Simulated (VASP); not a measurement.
# Al (Fm-3m) in VASP: notebook, part 2 of 2

VASP 6.6.1. Earlier steps stand in the parts before.

### 5 Single point, PBE

INCAR reads:

```
PREC     = Accurate       # precision mode
ENCUT    = 520            # plane-wave cutoff, eV
EDIFF    = 1E-7           # SCF threshold, eV
ISMEAR   = 0              # smearing method
SIGMA    = 0.012          # smearing width, eV
LREAL    = F              # projectors in reciprocal space
LASPH    = T              # aspherical terms in the spheres
NELM     = 60             # most SCF steps
ALGO     = Normal         # electronic algorithm
ISIF     = 2              # what is computed and relaxed
LWAVE    = F              # write WAVECAR
LCHARG   = F              # write CHGCAR
GGA      = PE             # functional
```

KPOINTS reads:

```
Automatic mesh
0
Gamma
  11 11 11
```

POSCAR reads:

```
Al
1.0
    0.0000000000      2.0248050000      2.0248050000
    2.0248050000      0.0000000000      2.0248050000
    2.0248050000      2.0248050000      0.0000000000
Al
1
Direct
    0.0000000000      0.0000000000      0.0000000000
```

Potentials or basis: VASP PAW PBE potentials, release 64 (Al).

Run with:

```bash
> cat potpaw_PBE.64/Al/POTCAR > POTCAR
> mpirun -np 1 vasp_std > vasp.out
```

OUTCAR:

```text
PREC = Accurate
   ENCUT = 520
   EDIFF = 1E-7
   ISMEAR = 0
   LREAL = F
   LASPH = T
   NELM = 60
   ISIF = 2
   GGA = PE

 ion  position               nearest neighbor table
   1  0.000  0.000  0.000-

  LATTYP: Found a face centered cubic cell.
 ALAT       =     4.0496100000

  Lattice vectors:

 A1 = (   0.0000000000,   2.0248050000,   2.0248050000)
 A2 = (   2.0248050000,   0.0000000000,   2.0248050000)
 A3 = (   2.0248050000,   2.0248050000,   0.0000000000)

Analysis of symmetry for initial positions (statically):
=====================================================================
 Subroutine PRICEL returns:
 Original cell was already a primitive cell.

 Routine SETGRP: Setting up the symmetry group for a
 face centered cubic supercell.

 Subroutine GETGRP returns: Found 48 space group operations
 (whereof 48 operations were pure point group operations)
 out of a pool of 48 trial point group operations.

The static configuration has the point symmetry O_h .

Analysis of symmetry for dynamics (positions and initial velocities):
=====================================================================
 Subroutine PRICEL returns:
 Original cell was already a primitive cell.

 Routine SETGRP: Setting up the symmetry group for a
 face centered cubic supercell.

 Subroutine GETGRP returns: Found 48 space group operations
 (whereof 48 operations were pure point group operations)
 out of a pool of 48 trial point group operations.

The dynamic configuration has the point symmetry O_h .

 Subroutine INISYM returns: Found 48 space group operations
 (whereof 48 operations are pure point group operations),
 and found     1 'primitive' translations

----------------------------------------------------------------------------------------

                                     Primitive cell

[... 104 lines left out ...]
   EFERMI_NEDOS =   21; number of points for ismear=-14 and -15
   IALGO  =     38    algorithm
   IMIX   =      4    mixing-type and parameters
     AMIX     =   0.40;   BMIX     =  1.00
     AMIX_MAG =   1.60;   BMIX_MAG =  1.00
  volume/ion in A,a.u.               =      16.60       112.04
  Fermi-wavevector in a.u.,A,eV,Ry     =   0.925526  1.748991 11.654733  0.856599
  Thomas-Fermi vector in A             =   2.051390
   LORBIT       =      0    0 simple, 1 ext, 2 COOP (PROOUT), +10 PAW based schemes
   GGA     = PE    functional components
   LHFCALC =     F    Hartree Fock is set to
   AEXX    =    0.0000 exact exchange contribution
   IVDW    =     0    specifies the selected vdW correction
   LEPSILON=     F    determine dielectric tensor
   LRPA    =     F    only Hartree local field effects (RPA)
 non-spin polarized calculation
 Gauss-broadening in eV      SIGMA  =   0.01
  energy-cutoff  :      520.00
  volume of cell :       16.60
 maximum number of plane-waves:       459
 NGX is ok and might be reduce to    24
   NGX = 11   NGY = 11   NGZ = 11

 number of electron       3.0000000 magnetization

 Free energy of the ion-electron system (eV)
  ---------------------------------------------------
  ext. energy  EPLUGINS =         0.00000000
  ---------------------------------------------------
  free energy    TOTEN  =        -3.75256107 eV

  energy without entropy =       -3.75239875  energy(sigma->0) =       -3.75247991

 E-fermi :   7.9597     XC(G=0): -10.1746

 val. band max:        7.9411586047   @ k =  -0.4545   0.3636   0.0000
 cond. band min:       7.9679928359   @ k =   0.4545   0.1818   0.0909
 fundamental gap:      0.0268342312
 Fermi energy:         7.9596764964

 k-point     1 :       0.0000    0.0000    0.0000
  band No.  band energies     occupation
      1      -3.1566      2.00000
      2      20.5197      0.00000
      3      20.5197      0.00000
      4      20.5197      0.00000
      5      21.9646      0.00000
[... 177 lines left out ...]
 k-point    24 :      -0.1818    0.1818    0.0000
  band No.  band energies     occupation
      1      -0.7888      2.00000
      2      11.7508      0.00000
      3      13.1864      0.00000
      4      19.7503      0.00000
      5      21.7725      0.00000

 [... further k-points ...]

------------------------ aborting loop because EDIFF is reached ----------------------------------------

  FORCE on cell =-STRESS in cart. coord.  units (eV):
  Direction    XX          YY          ZZ          XY          YZ          ZX
  --------------------------------------------------------------------------------------
  -------------------------------------------------------------------------------------
  Total       -0.0574022     -0.0574022     -0.0574022      0.0000000     -0.0000000     -0.0000000
  in kB       -5.5393632     -5.5393632     -5.5393632      0.0000000     -0.0000000     -0.0000000
  external PRESSURE =      -5.5393632 kB  Pullay stress =       0.0000000 kB

 VOLUME and BASIS-vectors are now :
 -----------------------------------------------------------------------------
  energy-cutoff  :      520.00
  volume of cell :       16.60
      direct lattice vectors                 reciprocal lattice vectors
     0.000000000  2.024805000  2.024805000    -0.246937359  0.246937359  0.246937359
     2.024805000  0.000000000  2.024805000     0.246937359 -0.246937359  0.246937359
     2.024805000  2.024805000  0.000000000     0.246937359  0.246937359 -0.246937359

 POSITION                                       TOTAL-FORCE (eV/Angst)
 -----------------------------------------------------------------------------------
      0.00000      0.00000      0.00000         0.000000      0.000000     -0.000000
 -----------------------------------------------------------------------------------
    total drift:                                0.000000     -0.000000     -0.000000

  FREE ENERGIE OF THE ION-ELECTRON SYSTEM (eV)
  ---------------------------------------------------
  free  energy   TOTEN  =        -3.7525610675 eV

  energy  without entropy=       -3.7523987472  energy(sigma->0) =       -3.75247991
```

OSZICAR:

```text
N       E                     dE             d eps       ncg     rms          rms(c)
DAV:   1    -0.171582792162E+01   -0.17158E+01   -0.84645E+02   590   0.323E+02
DAV:   2    -0.375129842148E+01   -0.20355E+01   -0.18397E+01   750   0.294E+01
DAV:   3    -0.377508840772E+01   -0.23790E-01   -0.23754E-01   730   0.355E+00
DAV:   4    -0.377515758719E+01   -0.69179E-04   -0.69179E-04   745   0.212E-01
DAV:   5    -0.377515804664E+01   -0.45945E-06   -0.45881E-06   750   0.144E-02    0.129E+00
DAV:   6    -0.376207772745E+01    0.13080E-01   -0.17189E-03   695   0.314E-01    0.749E-01
DAV:   7    -0.375256761823E+01    0.95101E-02   -0.51568E-03   665   0.509E-01    0.145E-01
DAV:   8    -0.375256299850E+01    0.46197E-05   -0.23539E-05   735   0.515E-02    0.729E-03
DAV:   9    -0.375256153163E+01    0.14669E-05   -0.92507E-07   635   0.662E-03    0.110E-03
DAV:  10    -0.375256112994E+01    0.40168E-06   -0.49956E-09   585   0.758E-04    0.724E-04
DAV:  11    -0.375256106747E+01    0.62470E-07   -0.25210E-10   340   0.151E-04
   1 F= -.37525611E+01 E0= -.37524799E+01  d E =-.162320E-03
```

Run time: 4.7 s. Hardware: 1 thread of AMD EPYC 7R43 (Zen 3), shared host; peak memory 0.09 GiB.

Results:

```yaml
Free_energy: -3.7526 eV
Pressure: -0.6 GPa
Band_gap_on_the_k_mesh: none (metal or under the smearing width)
```

### 6 The reference run

An earlier run on the cell as given: functional PBE; potentials or basis VASP PAW PBE potentials, release 64 (Al); cutoff 520 eV; k mesh 11 × 11 × 11; occupations fermi-dirac, width 0.05 eV; no spin polarisation.

- Pressure: -0.5 GPa
- Band gap on the k mesh: none (metal or under the smearing width)

### 7 The runs side by side

```tsv
level	cutoff (eV)	smearing	gap on the mesh (eV)	pressure (GPa)
RPBE	500	gaussian 0.05 eV	none	0.8
PBE	520	gaussian 0.02 eV	none	-0.5
PBE	520	gaussian 0.012 eV	none	-0.6
PBE	520	fermi-dirac 0.05 eV	none	-0.5
```

Alike in all rows: task single point; potentials or basis VASP PAW PBE potentials, release 64 (Al); no spin polarisation; cell as given; k mesh 11 × 11 × 11.

Every run on the cell as given and a fine mesh finds a metal. The pressure there spans -0.6 GPa (PBE) to 0.8 GPa (RPBE); a positive pressure means that this level wants a larger cell, a negative one a smaller.

Caveats: the PAW data sets were made with another functional, which shifts forces and pressure a little (some runs).

Total energies depend on the potentials used, so only differences within one code and one set of settings carry meaning.
